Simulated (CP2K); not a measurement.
Runs of CP2K 2026.2 on Hf. It takes space group P6_3/mmc (No. 194, hexagonal). The conventional cell has a = 3.197 Å, b = 3.197 Å, c = 5.058 Å, α = 90.00°, β = 90.00°, γ = 120.00°. Hf (site symmetry -6m2) is surrounded by 12 Hf at 3.13 to 3.20 Å. 

| task | level | potentials or basis | smearing | EPS_DEFAULT | NGRIDS | basis sets | potentials | points a segment of the path (NPOINTS) | gap on the mesh (eV) | pressure (GPa) |
| --- | --- | --- | --- | --- | --- | --- | --- | --- | --- | --- |
| band structure | r2SCAN | POTENTIAL_UZH Hf GTH-SCAN-q12; TZVP-MOLOPT-SCAN-GTH basis | fermi-dirac 0.0259 eV | 1.0E-9 | 4 | Hf TZVP-MOLOPT-SCAN-GTH-q12 | Hf GTH-SCAN-q12 of POTENTIAL_UZH | 8 | none | -3.5 |
| band structure | PBEsol | POTENTIAL_UZH Hf GTH-PBE-q12; TZVP-MOLOPT-PBE-GTH basis | fermi-dirac 0.01 eV | 1.0E-10 | 5 | Hf TZVP-MOLOPT-PBE-GTH-q12 | Hf GTH-PBE-q12 of POTENTIAL_UZH | 6 | none | -2.9 |
| single point | PBE | POTENTIAL_UZH Hf GTH-PBE-q12; TZVP-MOLOPT-PBE-GTH basis | fermi-dirac 0.05 eV | 1.0E-10 | 4 | Hf TZVP-MOLOPT-PBE-GTH-q12 | Hf GTH-PBE-q12 of POTENTIAL_UZH | - | none | 0.8 |
| single point | PBEsol | POTENTIAL_UZH Hf GTH-PBE-q12; TZVP-MOLOPT-PBE-GTH basis | fermi-dirac 0.05 eV | 1.0E-10 | 4 | Hf TZVP-MOLOPT-PBE-GTH-q12 | Hf GTH-PBE-q12 of POTENTIAL_UZH | - | none | -2.9 |
| band structure | PBE | POTENTIAL_UZH Hf GTH-PBE-q12; TZVP-MOLOPT-PBE-GTH basis | fermi-dirac 0.1 eV | 1.0E-9 | 4 | Hf TZVP-MOLOPT-PBE-GTH-q12 | Hf GTH-PBE-q12 of POTENTIAL_UZH | 6 | none | (a) |
| band structure | PBE | POTENTIAL_UZH Hf GTH-PBE-q12; TZVP-MOLOPT-PBE-GTH basis | fermi-dirac 0.01 eV | 1.0E-9 | 4 | Hf TZVP-MOLOPT-PBE-GTH-q12 | Hf GTH-PBE-q12 of POTENTIAL_UZH | 6 | none | 0.8 |
| band structure | PBEsol | POTENTIAL_UZH Hf GTH-PBE-q12; TZVP-MOLOPT-PBE-GTH basis | fermi-dirac 0.05 eV | 1.0E-9 | 4 | Hf TZVP-MOLOPT-PBE-GTH-q12 | Hf GTH-PBE-q12 of POTENTIAL_UZH | 6 | none | -2.9 |
| band structure | TB-mBJ | POTENTIAL_UZH Hf GTH-PBE-q12; TZVP-MOLOPT-PBE-GTH basis | fermi-dirac 0.1 eV | 1.0E-9 | 5 | Hf TZVP-MOLOPT-PBE-GTH-q12 | Hf GTH-PBE-q12 of POTENTIAL_UZH | 8 | none | - |

Alike in all rows: no spin polarisation; cell as given; k mesh 10 × 10 × 5.

Problem. Estimate the missing entries.

Solution. (a) 1.0.

Caveats: the basis of atomic orbitals isn't converged, which shifts pressures, moduli and gaps; the potentials were made for another functional, which shifts forces and pressure (some runs); this is a model potential without an energy functional, so only levels have meaning (some runs).

A k mesh can miss the band edges, and the runs leave out spin-orbit coupling on Hf.

A gap of «none» marks a metal or a gap under the smearing width.

Not every run made on this cell is shown here.
